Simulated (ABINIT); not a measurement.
A calculation with ABINIT 10.8.3 (patched build) of Fe (native input, structure from a POSCAR):

The input run.abi:

```
pp_dirpath "./"
pseudos "Fe.GGA_PBE-JTH.xml"

structure "poscar:POSCAR"
natom 1

ecut 17.0
pawecutdg 34.0

kptopt 1
ngkpt 13 13 13
nshiftk 1
shiftk 0.0 0.0 0.0

ixc 11

nband 13
occopt 3
tsmear 0.00183747

nsppol 2
spinat
     0.0000000000     0.0000000000     3.0000000000

nstep 100
tolvrs 1.0e-9

iomode 3
prtwf 0
prtden 0
prteig 0
prtebands 0
```

Contents of POSCAR:

```
Fe
1.0
   -1.4430000000      1.4430000000      1.4430000000
    1.4430000000     -1.4430000000      1.4430000000
    1.4430000000      1.4430000000     -1.4430000000
Fe
1
Direct
    0.0000000000      0.0000000000      0.0000000000  Fe
```

Potentials or basis: JTH PAW PBE v2.0.

The run is started by

```sh
$ abinit run.abi > log 2>&1
```

Q: Write the same calculation in another form: ASE script, Cartesian positions.

A: As run:

run.py

```python
import json, os
import numpy as np
from ase.units import GPa
from ase.calculators.abinit import Abinit, AbinitProfile
from ase.io import read

atoms = read('Fe.xyz')
atoms.set_initial_magnetic_moments([3.0])

profile = AbinitProfile(command='abinit', pp_paths=[os.path.abspath('pseudos')])
params = dict(
    pps='pawxml', xc='PBE',
    ecut=462.5936,
    pawecutdg=925.1871,
    kptopt=1,
    ngkpt=[13, 13, 13],
    nshiftk=1,
    shiftk=[0.0, 0.0, 0.0],
    ixc=11,
    nband=13,
    occopt=3,
    tsmear=0.05,
    nstep=100,
    tolvrs=1e-09,
    prtwf=0,
    prtden=0,
)

atoms.calc = Abinit(profile=profile, directory='run', **params)
energy = atoms.get_potential_energy()
forces = atoms.get_forces()
stress = atoms.get_stress()
print(f'energy {energy:.6f} eV')
print('forces (eV/A)')
print(np.round(forces, 5))
print('stress (GPa, Voigt, tension positive)', np.round(stress / GPa, 4))
json.dump(dict(energy=energy, forces=forces.tolist(), stress=stress.tolist(), cell=atoms.cell.tolist(), frac=atoms.get_scaled_positions(wrap=False).tolist()), open('results.json', 'w'))
```

The input Fe.xyz:

```xyz
1
Lattice="-1.4430000000 1.4430000000 1.4430000000 1.4430000000 -1.4430000000 1.4430000000 1.4430000000 1.4430000000 -1.4430000000" Properties=species:S:1:pos:R:3 pbc="T T T"
Fe     0.0000000000      0.0000000000      0.0000000000
```

Potentials or basis: JTH PAW PBE v2.0.

Launch:

```console
$ python run.py
```

Both were run:

|  | native input, structure from a POSCAR | ASE script, Cartesian positions |
| --- | --- | --- |
| Band gap on the k mesh | none (metal or under the smearing width) | none (metal or under the smearing width) |
| Net moment | 2.25 μB per cell | 2.25 μB per cell |
| Site moments | Fe +2.31 μB | Fe +2.31 μB |
| Valence electrons inside the program's atomic spheres | Fe 14.35 (radii [1.1194] Å) | Fe 14.35 (radii [1.1194] Å) |

Keys that steer only the numerical path or the files written may differ.

Caveat: the cutoff is too short for stress, so the log's stress isn't used.
